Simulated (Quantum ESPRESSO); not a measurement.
A run of Quantum ESPRESSO 7.5 is set up as follows.

File pw.in:

```
&CONTROL
  calculation = 'scf'
  prefix = 'pwscf'
  outdir = './tmp'
  pseudo_dir = './pseudo'
  tprnfor = .true.
  tstress = .true.
  disk_io = 'low'
/
&SYSTEM
  ibrav = 0
  celldm(1) = 8
  nat = 2
  ntyp = 2
  ecutwfc = 55
  ecutrho = 440
  nbnd = 18
  input_dft = 'pbesol'
  occupations = 'smearing'
  smearing = 'fd'
  degauss = 0.00367493
/
&ELECTRONS
  conv_thr = 4d-10
  electron_maxstep = 120
  mixing_beta = 0.3
/
ATOMIC_SPECIES
W    183.8400 W_pbe_v1.2.uspp.F.UPF
C     12.0110 C.pbe-n-kjpaw_psl.1.0.0.UPF
CELL_PARAMETERS alat
  0.6865611226531   0.0000000000000   0.0000000000000
 -0.3432805613266   0.5945793734685   0.0000000000000
  0.0000000000000   0.0000000000000   0.6700496406392
ATOMIC_POSITIONS crystal
W      0.0000000000    0.0000000000    0.0000000000
C      0.6666666667    0.3333333333    0.5000000000
K_POINTS automatic
10 10 9 0 0 0
HUBBARD {ortho-atomic}
U W-5d 4.0
```

Contents of nscf.in:

```
&CONTROL
  calculation = 'nscf'
  prefix = 'pwscf'
  outdir = './tmp'
  pseudo_dir = './pseudo'
  disk_io = 'low'
/
&SYSTEM
  ibrav = 0
  celldm(1) = 8
  nat = 2
  ntyp = 2
  ecutwfc = 55
  ecutrho = 440
  nbnd = 18
  input_dft = 'pbesol'
  occupations = 'tetrahedra_opt'
/
&ELECTRONS
  conv_thr = 1d-08
  electron_maxstep = 120
  mixing_beta = 0.3
  startingwfc = 'random'
/
ATOMIC_SPECIES
W    183.8400 W_pbe_v1.2.uspp.F.UPF
C     12.0110 C.pbe-n-kjpaw_psl.1.0.0.UPF
CELL_PARAMETERS alat
  0.6865611226531   0.0000000000000   0.0000000000000
 -0.3432805613266   0.5945793734685   0.0000000000000
  0.0000000000000   0.0000000000000   0.6700496406392
ATOMIC_POSITIONS crystal
W      0.0000000000    0.0000000000    0.0000000000
C      0.6666666667    0.3333333333    0.5000000000
K_POINTS automatic
15 15 14 0 0 0
HUBBARD {ortho-atomic}
U W-5d 4.0
```

File projwfc.in:

```
&PROJWFC
  prefix = 'pwscf'
  outdir = './tmp'
  filpdos = 'p'
  Emin = 6
  Emax = 31
  DeltaE = 0.05
/
```

Potentials or basis: SSSP 1.3 efficiency PBE.

The run is started by

```bash
$ OMP_NUM_THREADS=1 pw.x -in pw.in > pw.out
$ OMP_NUM_THREADS=1 pw.x -in nscf.in > nscf.out
$ OMP_NUM_THREADS=1 projwfc.x -in projwfc.in > projwfc.out
```

Question: Predict the Loewdin charges.

Answer: W +0.20; C -0.18 e.

Question: Estimate the pressure.

Answer: -1.3 GPa.

Question: What does it give for the band gap on the k mesh?

Answer: None (metal or under the smearing width).

Stress tensor (GPa, compression positive):
```
-0.72  0.00  0.00
 0.00 -0.72  0.00
 0.00  0.00 -2.53
```

Caveat: the potentials were made for another functional, which shifts forces and pressure; U without spin polarisation on a metal has little footing; the U is typed as a test and isn't derived for this compound. Spin-orbit coupling is left out, which matters for the levels of W.
